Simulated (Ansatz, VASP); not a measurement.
## Cross-check of MoS2 between VASP and Ansatz

Wanted: the spread between two codes on one cell, functional and k mesh. The cell is taken from a series of runs on this material, whose earlier steps may have relaxed, scaled, displaced or heated it; both programs get it as it stands.

Method: plane waves, with VASP 6.6.1 beside it; PBE, in Ansatz 0.2.0.

## Step 1: The starting structure

The cell holds 75 atoms: 25 Mo and 50 S. Its edges and angles: a = 15.900 Å, b = 15.900 Å, c = 18.500 Å, α = 90.0°, β = 90.0°, γ = 120.0°. It derives from MoS2 (monolayer 2H MoS2-MoSe2), repeated 5×5×1. Vacuum lies along c.

## Step 2: VASP: single point, PBE

With cell and atoms fixed, the geometry can't cause a difference; cores, projectors, grids and the points listed under the comparison can.

Lines of VASP's logs that name or quote its potential files are left out, and so is its time.

File INCAR:

```
SYSTEM = MoS2
PREC = Accurate
ENCUT = 400
EDIFF = 1E-06
NELM = 120
ISMEAR = 0
SIGMA = 0.01
LREAL = Auto
ALGO = Normal
GGA = PE
NBANDS = 384
LASPH = .TRUE.
LORBIT = 11
LWAVE = .FALSE.
LCHARG = .FALSE.
ISIF = 2
GGA_COMPAT = .FALSE.
EFERMI = MIDGAP
NCORE = 2
```

File POSCAR:

```
MoS2
1.0
   15.9000000000      0.0000000000      0.0000000000
   -7.9500000000     13.7698000000      0.0000000000
    0.0000000000      0.0000000000     18.5000000000
Mo S
25 50
Direct
    0.0016000000      0.9991100000      0.4994300000
    0.0007500000      0.2021200000      0.4977700000
    0.0004800000      0.4008500000      0.4988100000
    0.9986300000      0.5996100000      0.5005700000
    0.9987600000      0.8003400000      0.5017900000
    0.1993400000      0.0002800000      0.5022700000
    0.2001600000      0.2008500000      0.5009100000
    0.1999800000      0.4007100000      0.4999200000
    0.2008400000      0.6012700000      0.5003400000
    0.1998800000      0.8002700000      0.5004400000
    0.4016400000      0.0002700000      0.4995900000
    0.4005500000      0.1993500000      0.5013200000
    0.3996900000      0.4000500000      0.4985200000
    0.3987800000      0.6016300000      0.5004400000
    0.4022900000      0.8004900000      0.4987000000
    0.5995900000      0.0007600000      0.4987600000
    0.6007700000      0.2002000000      0.5000800000
    0.6030700000      0.4006400000      0.4998900000
    0.6001000000      0.5995700000      0.5005400000
    0.6029700000      0.8036700000      0.4997300000
    0.7986300000      0.0004600000      0.5005400000
    0.8007500000      0.2016900000      0.5004000000
    0.8017800000      0.4015200000      0.4995700000
    0.7980700000      0.5983700000      0.5021100000
    0.8004700000      0.7993700000      0.5015200000
    0.1326100000      0.0679200000      0.5821100000
    0.1349800000      0.0655600000      0.4157500000
    0.1326500000      0.2661100000      0.5858200000
    0.1318200000      0.2664200000      0.4144600000
    0.1354300000      0.4679800000      0.5851400000
    0.1339700000      0.4656700000      0.4152700000
    0.1321800000      0.6660900000      0.5838500000
    0.1317800000      0.6656900000      0.4153900000
    0.1341300000      0.8663900000      0.5836300000
    0.1336200000      0.8691200000      0.4154600000
    0.3339300000      0.0675600000      0.5849200000
    0.3320600000      0.0650100000      0.4150300000
    0.3347100000      0.2670800000      0.5855500000
    0.3332900000      0.2684900000      0.4159600000
    0.3358600000      0.4688700000      0.5869600000
    0.3305300000      0.4645700000      0.4148600000
    0.3305700000      0.6662200000      0.5854900000
    0.3341800000      0.6677700000      0.4151700000
    0.3336700000      0.8668400000      0.5838700000
    0.3339000000      0.8668400000      0.4166300000
    0.5328400000      0.0672800000      0.5846800000
    0.5329300000      0.0667300000      0.4147400000
    0.5342700000      0.2675300000      0.5834100000
    0.5340800000      0.2677400000      0.4143700000
    0.5343400000      0.4679000000      0.5836700000
    0.5328200000      0.4647600000      0.4153600000
    0.5327400000      0.6655400000      0.5859700000
    0.5344600000      0.6639700000      0.4167400000
    0.5342900000      0.8664000000      0.5839400000
    0.5321900000      0.8674700000      0.4162600000
    0.7343800000      0.0667300000      0.5843900000
    0.7338400000      0.0679300000      0.4162200000
    0.7342800000      0.2670000000      0.5853300000
    0.7311800000      0.2631300000      0.4165300000
    0.7330800000      0.4664900000      0.5846100000
    0.7315500000      0.4659200000      0.4143300000
    0.7338300000      0.6681000000      0.5848300000
    0.7347100000      0.6639100000      0.4147100000
    0.7332200000      0.8663400000      0.5860300000
    0.7334700000      0.8676500000      0.4150600000
    0.9348800000      0.0665100000      0.5839300000
    0.9342200000      0.0670200000      0.4157100000
    0.9365400000      0.2682800000      0.5853100000
    0.9317200000      0.2675400000      0.4158600000
    0.9339600000      0.4658500000      0.5867100000
    0.9303800000      0.4641100000      0.4136200000
    0.9319500000      0.6647200000      0.5858000000
    0.9317000000      0.6648700000      0.4163500000
    0.9346700000      0.8690200000      0.5851400000
    0.9353700000      0.8668300000      0.4140900000
```

File KPOINTS:

```
Automatic mesh
0
Gamma
1 1 1
0 0 0
```

Potentials, in the order of the species: Mo_sv and S (PBE family, release 64).

Command:

```
$ mpirun -np 8 vasp_gam
```

Numbers of over 12 decimals in the logs are rounded to 6 here.

The program printed:

```text
[banner, memory and clock lines left out]
running    8 mpi-ranks, on    1 nodes
[...]
LDA part: xc-table for (Slater+PW92), standard interpolation
 POSCAR, INCAR and KPOINTS ok, starting setup
[...]
entering main loop
       N       E                     dE             d eps       ncg     rms          rms(c)
DAV:   1     0.697499453221E+04    0.69750E+04   -0.31890E+05   944   0.120E+03
DAV:   2     0.194071315899E+03   -0.67809E+04   -0.66359E+04  1160   0.328E+02
DAV:   3    -0.552119897454E+03   -0.74619E+03   -0.73749E+03   856   0.106E+02
DAV:   4    -0.582626062150E+03   -0.30506E+02   -0.30254E+02   992   0.219E+01
[...]
DAV:  31    -0.545593074360E+03   -0.94468E-05   -0.40408E-07   544   0.456E-04    0.307E-04
DAV:  32    -0.545593077482E+03   -0.31224E-05   -0.40611E-08   488   0.304E-04    0.209E-04
DAV:  33    -0.545593077970E+03   -0.48781E-06    0.46562E-08   432   0.176E-04
   1 F= -.54559308E+03 E0= -.54559308E+03  d E =0.000000E+00
```

Parts of OUTCAR (step 2):

```text
  FREE ENERGIE OF THE ION-ELECTRON SYSTEM (eV)
  ---------------------------------------------------
  free  energy   TOTEN  =      -545.5930779703 eV

  energy  without entropy=     -545.5930779703  energy(sigma->0) =     -545.59307797
```

## Step 3: Ansatz: single point, PBE

Ansatz runs on its default PAW (the set named soft_2) files.

The same cell, functional and mesh now go to Ansatz, which takes its cutoff from its data sets.

File input.yaml:

```yaml
crystal:
  lattice:
    - [15.9, 0.0, 0.0]
    - [-7.95, 13.7698, 0.0]
    - [0.0, 0.0, 18.5]
  atoms:
    - { symbol: Mo, position: [0.0016, 0.99911, 0.49943] }
    - { symbol: S, position: [0.13261, 0.06792, 0.58211] }
    - { symbol: S, position: [0.13498, 0.06556, 0.41575] }
    - { symbol: Mo, position: [0.00075, 0.20212, 0.49777] }
    - { symbol: S, position: [0.13265, 0.26611, 0.58582] }
    - { symbol: S, position: [0.13182, 0.26642, 0.41446] }
    - { symbol: Mo, position: [0.00048, 0.40085, 0.49881] }
    - { symbol: S, position: [0.13543, 0.46798, 0.58514] }
    - { symbol: S, position: [0.13397, 0.46567, 0.41527] }
    - { symbol: Mo, position: [0.99863, 0.59961, 0.50057] }
    - { symbol: S, position: [0.13218, 0.66609, 0.58385] }
    - { symbol: S, position: [0.13178, 0.66569, 0.41539] }
    - { symbol: Mo, position: [0.99876, 0.80034, 0.50179] }
    - { symbol: S, position: [0.13413, 0.86639, 0.58363] }
    - { symbol: S, position: [0.13362, 0.86912, 0.41546] }
    - { symbol: Mo, position: [0.19934, 0.00028, 0.50227] }
    - { symbol: S, position: [0.33393, 0.06756, 0.58492] }
    - { symbol: S, position: [0.33206, 0.06501, 0.41503] }
    - { symbol: Mo, position: [0.20016, 0.20085, 0.50091] }
    - { symbol: S, position: [0.33471, 0.26708, 0.58555] }
    - { symbol: S, position: [0.33329, 0.26849, 0.41596] }
    - { symbol: Mo, position: [0.19998, 0.40071, 0.49992] }
    - { symbol: S, position: [0.33586, 0.46887, 0.58696] }
    - { symbol: S, position: [0.33053, 0.46457, 0.41486] }
    - { symbol: Mo, position: [0.20084, 0.60127, 0.50034] }
    - { symbol: S, position: [0.33057, 0.66622, 0.58549] }
    - { symbol: S, position: [0.33418, 0.66777, 0.41517] }
    - { symbol: Mo, position: [0.19988, 0.80027, 0.50044] }
    - { symbol: S, position: [0.33367, 0.86684, 0.58387] }
    - { symbol: S, position: [0.3339, 0.86684, 0.41663] }
    - { symbol: Mo, position: [0.40164, 0.00027, 0.49959] }
    - { symbol: S, position: [0.53284, 0.06728, 0.58468] }
    - { symbol: S, position: [0.53293, 0.06673, 0.41474] }
    - { symbol: Mo, position: [0.40055, 0.19935, 0.50132] }
    - { symbol: S, position: [0.53427, 0.26753, 0.58341] }
    - { symbol: S, position: [0.53408, 0.26774, 0.41437] }
    - { symbol: Mo, position: [0.39969, 0.40005, 0.49852] }
    - { symbol: S, position: [0.53434, 0.4679, 0.58367] }
    - { symbol: S, position: [0.53282, 0.46476, 0.41536] }
    - { symbol: Mo, position: [0.39878, 0.60163, 0.50044] }
    - { symbol: S, position: [0.53274, 0.66554, 0.58597] }
    - { symbol: S, position: [0.53446, 0.66397, 0.41674] }
    - { symbol: Mo, position: [0.40229, 0.80049, 0.4987] }
    - { symbol: S, position: [0.53429, 0.8664, 0.58394] }
    - { symbol: S, position: [0.53219, 0.86747, 0.41626] }
    - { symbol: Mo, position: [0.59959, 0.00076, 0.49876] }
    - { symbol: S, position: [0.73438, 0.06673, 0.58439] }
    - { symbol: S, position: [0.73384, 0.06793, 0.41622] }
    - { symbol: Mo, position: [0.60077, 0.2002, 0.50008] }
    - { symbol: S, position: [0.73428, 0.267, 0.58533] }
    - { symbol: S, position: [0.73118, 0.26313, 0.41653] }
    - { symbol: Mo, position: [0.60307, 0.40064, 0.49989] }
    - { symbol: S, position: [0.73308, 0.46649, 0.58461] }
    - { symbol: S, position: [0.73155, 0.46592, 0.41433] }
    - { symbol: Mo, position: [0.6001, 0.59957, 0.50054] }
    - { symbol: S, position: [0.73383, 0.6681, 0.58483] }
    - { symbol: S, position: [0.73471, 0.66391, 0.41471] }
    - { symbol: Mo, position: [0.60297, 0.80367, 0.49973] }
    - { symbol: S, position: [0.73322, 0.86634, 0.58603] }
    - { symbol: S, position: [0.73347, 0.86765, 0.41506] }
    - { symbol: Mo, position: [0.79863, 0.00046, 0.50054] }
    - { symbol: S, position: [0.93488, 0.06651, 0.58393] }
    - { symbol: S, position: [0.93422, 0.06702, 0.41571] }
    - { symbol: Mo, position: [0.80075, 0.20169, 0.5004] }
    - { symbol: S, position: [0.93654, 0.26828, 0.58531] }
    - { symbol: S, position: [0.93172, 0.26754, 0.41586] }
    - { symbol: Mo, position: [0.80178, 0.40152, 0.49957] }
    - { symbol: S, position: [0.93396, 0.46585, 0.58671] }
    - { symbol: S, position: [0.93038, 0.46411, 0.41362] }
    - { symbol: Mo, position: [0.79807, 0.59837, 0.50211] }
    - { symbol: S, position: [0.93195, 0.66472, 0.5858] }
    - { symbol: S, position: [0.9317, 0.66487, 0.41635] }
    - { symbol: Mo, position: [0.80047, 0.79937, 0.50152] }
    - { symbol: S, position: [0.93467, 0.86902, 0.58514] }
    - { symbol: S, position: [0.93537, 0.86683, 0.41409] }
kpoints:
  mp_grid: { grid: [1, 1, 1] }
hamiltonian:
  xc: pbe
scf:
  occupations: { method: fixed }
output:
  forces: true
  populations: true
  dos:
    method: { smearing: { sigma: 0.1 } }
    de: 0.1
    projected: { site_lists: { Mo: [Mo], S: [S] } }
  eigenvalues: true
  write_density: true
  write_potential: true
  volumetric_format: npy
```

Command:

```
$ ansatz run input.yaml --threads 4 --pin off --max-ram 15872MiB --backend cpu --events-out ev --progress --plain --runs-dir out
```

The program printed:

```text
Engine: ansatz 0.2.0, aarch64-unknown-linux-gnu
Pseudopotentials: kind: paw
Pseudopotential: Mo, paw, valence charge 14, recommended cutoff 420 eV (normal), Mo.paw.azcp
Pseudopotential: S, paw, valence charge 6, recommended cutoff 420 eV (normal), S.paw.azcp
Functional definition: PBE
  parameter kappa = 0.804
  parameter beta = 0.066725
  exchange = pbe_x(kappa = kappa, mu = beta*pi^2/3)
  correlation = pbe_c(beta = beta)
Crystal: 75 atoms, lattice volume = 4050.387 Å³
Basis set: ecut = 420 eV, 79165 PW (Γ), exchange–correlation on 216×216×250 points (8 copies of the dense FFT grid, shifted against one another)
Bands: 400, of which v1, the nominal top of the filled ones, is band 325 counted from 1 (324 counted from 0)
Symmetry: 1 space group operations
Space group: P1 (ITA 1), of the structure as read, at distance tolerance 1.6e-4 Å
k-points: 1
Non-local potential: Mo, projectors of the file, l = 0: 3, l = 1: 2, l = 2: 2, l = 3: 1
Non-local potential: S, projectors of the file, l = 0: 2, l = 1: 2, l = 2: 2
PAW form: soft (Blöchl's): semilocal exchange-correlation on the pseudo side does not see the compensation charge
PAW one-centre angular grid: Mo, 590 points (default); XC on 64 Gauss nodes
PAW one-centre angular grid: S, 110 points (default); XC on 64 Gauss nodes
Initial density: superposition of atomic densities (neutral atoms: chi_scale 0, normalization atom), corrected by the library's trained network
Initial wavefunctions: pseudopotential atomic-orbital guess
Functional: x = pbe(κ = 0.804, μ = 0.219515), c = pbe(β = 0.066725)
SCF iter   1: F=—  HF=-169069.504160 eV  |F-HF|=—  |Δ(HF+E_count)|=         —  Δρ=3.10e-3  dr2=1.23e-1  ethr=1.77e-3  ⟨swp⟩=6.0  Hψ=1515  notcnv=0  defer=60
preconditioner: auto → Resta (q_TF=auto, 2.011 Å⁻¹)  ε∞=3.6  [insulator: Δε(μ)=1.948 eV  Ē_g=7.642 eV  n_scr=538 (ndim 8)  ℏωp=12.4 eV  f_vac=0.638  ε∞_Penn≈3.6  vacuum switching on, ρ_ref=4.2e-3 e/Å³]
SCF iter   2: F=—  HF=-169069.645773 eV  |F-HF|=—  |Δ(HF+E_count)|=   1.42e-1  Δρ=1.77e-3  dr2=5.15e-2  ethr=1.89e-5  ⟨swp⟩=3.0  Hψ=989  notcnv=0  defer=73
SCF iter   3: F=—  HF=-169069.714326 eV  |F-HF|=—  |Δ(HF+E_count)|=   6.86e-2  Δρ=9.99e-4  dr2=8.43e-2  ethr=7.93e-6  ⟨swp⟩=4.0  Hψ=530  notcnv=0  defer=73
SCF iter   4: F=—  HF=-169069.719975 eV  |F-HF|=—  |Δ(HF+E_count)|=   5.65e-3  Δρ=3.52e-4  dr2=1.58e-2  ethr=7.93e-6  ⟨swp⟩=4.0  Hψ=529  notcnv=0  defer=73
SCF iter   5: F=—  HF=-169069.718378 eV  |F-HF|=—  |Δ(HF+E_count)|=   1.60e-3  Δρ=6.99e-5  dr2=3.31e-4  ethr=2.44e-6  ⟨swp⟩=2.0  Hψ=525  notcnv=0  defer=73
SCF iter   6: F=—  HF=-169069.718394 eV  |F-HF|=—  |Δ(HF+E_count)|=   1.54e-5  Δρ=4.39e-5  dr2=2.13e-4  ethr=5.09e-8  ⟨swp⟩=3.0  Hψ=639  notcnv=0  defer=73
SCF iter   7: F=—  HF=-169069.718419 eV  |F-HF|=—  |Δ(HF+E_count)|=   2.47e-5  Δρ=4.37e-5  dr2=2.37e-4  ethr=3.28e-8  ⟨swp⟩=2.0  Hψ=524  notcnv=0  defer=68
SCF iter   8: F=—  HF=-169069.718374 eV  |F-HF|=—  |Δ(HF+E_count)|=   4.42e-5  Δρ=1.20e-5  dr2=1.08e-5  ethr=3.28e-8  ⟨swp⟩=2.0  Hψ=511  notcnv=0  defer=69
SCF iter   9: F=—  HF=-169069.719854 eV  |F-HF|=—  |Δ(HF+E_count)|=   1.48e-3  Δρ=5.72e-6  dr2=1.13e-6  ethr=1.67e-9  ⟨swp⟩=2.0  Hψ=625  notcnv=0  defer=70
SCF iter  10: F=—  HF=-169069.719857 eV  |F-HF|=—  |Δ(HF+E_count)|=   3.23e-6  Δρ=4.67e-6  dr2=2.74e-6  ethr=1.74e-10  ⟨swp⟩=4.0  Hψ=843  notcnv=0  defer=70  recentre
SCF iter  11: F=—  HF=-169069.719857 eV  |F-HF|=—  |Δ(HF+E_count)|=   3.36e-7  Δρ=1.72e-6  dr2=1.43e-7  ethr=1.74e-10  ⟨swp⟩=2.0  Hψ=524  notcnv=0  defer=70
SCF iter  12: F=-169069.719857 eV  HF=-169069.719857 eV  |F-HF|=1.61e-7  |Δ(HF+E_count)|=   5.83e-7  Δρ=7.64e-7  dr2=1.20e-8  ethr=1.54e-11  ⟨swp⟩=19.0  Hψ=3347  notcnv=0
SCF 1 converged in 12 iterations: F = -169069.719857 eV  dr2 = 1.20e-8
  greatest PAW one-centre occupation: 0.998 electrons in one spin orbital (limit 2), on the Mo atom at site 15 (counted from 0), in its partial waves of l = 0
SCF converged after 12 iterations
Free energy (F): -169069.719857 eV
Harris-Foulkes:  -169069.719857 eV  (|F-HF|=1.61e-7)
Internal energy: -169069.719857 eV  (E = F + TS)
E sigma→0 (E₀):  -169069.719857 eV
Fermi energy:    -0.602759 eV
--- Per-component energies (eV) ---
  E_band       = -10918.028903
  E_kinetic    = 16373.175885
  E_local      = -358164.849443  (includes V_loc(G=0)·N_el)
  E_nonlocal   = 4976.754274
  E_hartree    = 169918.767060
  E_xc         = -9451.125449
  E_vxc        = -10108.936251  (∫ρ·V_xc dr)
  E_paw        = -110036.774152  (= ΣΔE_a)
  E_vpaw       = -3831.703423  (= ΣTr[D̂ρ^β])
  E_aug_tail   = 0.001084  (compensation charges beyond the density's cutoff)
  E_ewald      = 117314.330884
  E_smearing   = -0.000000  (= −TS)
  E_closure    = -0.000000  (closes the sum)
  Σ components = -169069.719857   (vs F -169069.719857, Δ=0.00e0)
--- Forces (eV/Å), atoms counted from 1 ---
  atom   1  Mo    -0.70262522     0.20268285    -0.34446092
[...]
atom  20  S     -0.15020730     0.10363231    -0.22256526
  atom  21  S      0.23755936    -0.48175527    -0.01388932
  atom  22  Mo     0.34783764    -0.36643532     0.56741039
  atom  23  S     -0.23568860    -0.23078292    -0.76097846
  atom  24  S      0.15163304     0.52416174     0.16248898
  atom  25  Mo    -0.18788068    -0.34896529    -0.39548649
  atom  26  S      0.38002649     0.35644866    -0.15421246
  atom  27  S     -0.07463245    -0.09352813    -0.13528554
  atom  28  Mo     0.00457656    -0.10024186    -0.53096664
  atom  29  S      0.21428251    -0.02700599     0.03684683
  atom  30  S     -0.05923635    -0.04780036    -0.32644018
  atom  31  Mo    -0.64055662     0.12223022     0.19435025
  atom  32  S      0.26522281    -0.05596290    -0.03391287
  atom  33  S      0.05246158     0.14394126    -0.07411925
  atom  34  Mo    -0.31231058     0.37717468    -0.93283733
  atom  35  S      0.12891456    -0.03072310     0.35229699
  atom  36  S      0.03787014    -0.21584951     0.36168048
  atom  37  Mo     0.00127540     0.19960220     0.96157355
  atom  38  S      0.00706304    -0.34429525     0.06949614
  atom  39  S      0.08727780     0.27664627     0.02668768
  atom  40  Mo     0.63807769    -0.60110927     0.07970580
  atom  41  S     -0.08242778     0.41848571    -0.49708280
  atom  42  S     -0.48191519     0.56382944    -0.05772213
[...]
atom  68  S     -0.05166949     0.10280764    -0.59424068
  atom  69  S      0.29360845     0.50349990     0.28906793
  atom  70  Mo     0.39487510     0.26051655    -0.80037737
  atom  71  S     -0.04845304     0.23467691     0.04531447
  atom  72  S     -0.13664501     0.25814349     0.26821210
  atom  73  Mo    -0.11382712     0.50126454    -1.01588520
  atom  74  S     -0.04843875    -0.24589205     0.18646321
  atom  75  S     -0.29297450    -0.22773470     0.45634744
  max |Σ_I F_I| component: 8.28e-6 eV/Å
--- Band table (eV) ---
  k-point 0: bands = [... 321 lower, -0.8025, -0.7948, -0.7843, -0.6028, 1.3480, 1.3653, 1.3845, 1.3896, ... 71 higher]
--- Löwdin populations: 75 sites ---
  site symbol       q [e]
     0     Mo     13.6701
     1      S      6.0346
     2      S      6.0623
     3     Mo     13.6597
     4      S      6.0760
     5      S      6.0662
     6     Mo     13.6634
     7      S      6.0685
     8      S      6.0649
     9     Mo     13.6619
    10      S      6.0591
    11      S      6.0760
    12     Mo     13.6615
    13      S      6.0552
    14      S      6.0748
    15     Mo     13.6725
    16      S      6.0678
    17      S      6.0808
    18     Mo     13.6665
    19      S      6.0739
    20      S      6.0641
    21     Mo     13.6594
    22      S      6.0877
    23      S      6.0696
[...]
67      S      6.0765
    68      S      6.0709
    69     Mo     13.6725
    70      S      6.0720
    71      S      6.0688
    72     Mo     13.6618
    73      S      6.0558
    74      S      6.0730
  spilling = 0.007751 (of n_electrons = 650.000000)
```

In the SCF lines HF is the Harris–Foulkes energy and dr2 the Hartree energy of the density residual, in eV; the loop may stop once dr2 is under the threshold and the program's other checks hold. Hψ counts applications of the Hamiltonian.

## Step 4: Comparison

Known differences besides the potentials themselves: fixed occupations in Ansatz, narrow Gaussian smearing in VASP; the cutoff is 420 eV in Ansatz and 400 eV in VASP (PREC = Accurate, projectors in real space). Total energies have different zeros and are not compared.

Compared:

| quantity | Ansatz | VASP | difference |
| --- | --- | --- | --- |
| gap on the k mesh (eV) | 1.951 | 1.960 | -0.009 |

Forces on 10 of the 75 atoms, those with the largest forces and the largest differences (eV/Å; atoms numbered as in POSCAR):

| atom | Ansatz x, y, z | VASP x, y, z |
| --- | --- | --- |
| Mo2 | 0.099, -0.486, 1.042 | 0.099, -0.485, 1.040 |
| Mo6 | 0.619, 0.064, -0.988 | 0.617, 0.063, -0.988 |
| Mo12 | -0.312, 0.377, -0.933 | -0.312, 0.376, -0.928 |
| Mo15 | -0.767, -0.314, 0.971 | -0.766, -0.313, 0.966 |
| Mo18 | -0.978, -0.268, -0.147 | -0.976, -0.268, -0.147 |
| Mo20 | -0.221, -1.349, 0.192 | -0.221, -1.346, 0.192 |
| Mo25 | -0.114, 0.501, -1.016 | -0.114, 0.500, -1.012 |
| S26 | 0.127, -0.042, 1.010 | 0.127, -0.043, 0.998 |
| S55 | 0.547, 0.069, -0.634 | 0.545, 0.069, -0.623 |
| S59 | 0.105, 0.659, -0.277 | 0.105, 0.656, -0.267 |

The forces differ by 4.2 meV/Å r.m.s., which is 1.1 % of the r.m.s. force of 0.372 eV/Å (both taken over all components). A gap on the mesh is an upper bound, since the band edges may lie between its points. Where the cell holds vacuum, a pressure given here is an average over it and none of the material.

## Step 5: Outcome

| Item | Value |
| --- | --- |
| r.m.s. force difference (single point, PBE) | 1.1 % of the r.m.s. force |

In words: The r.m.s. force difference is 1.1 % of the r.m.s. force (single point, PBE), within the 3 % picked in this series as the mark of a large difference. How closely two codes agree says nothing of how well the functional describes the real material.

[Lines on the potential files, build, host, timing and source positions are cut from VASP's logs without a mark.]

[Logs are printed without paths, hosts, clocks, repeated set-up lines and the standing remarks that a program may print on its own settings, such as how far it seeks lower states.]

[Hosts, paths, dates, database ids (printed as entryN), source tags and the programs' standing remarks are cut or masked in the printed files.]
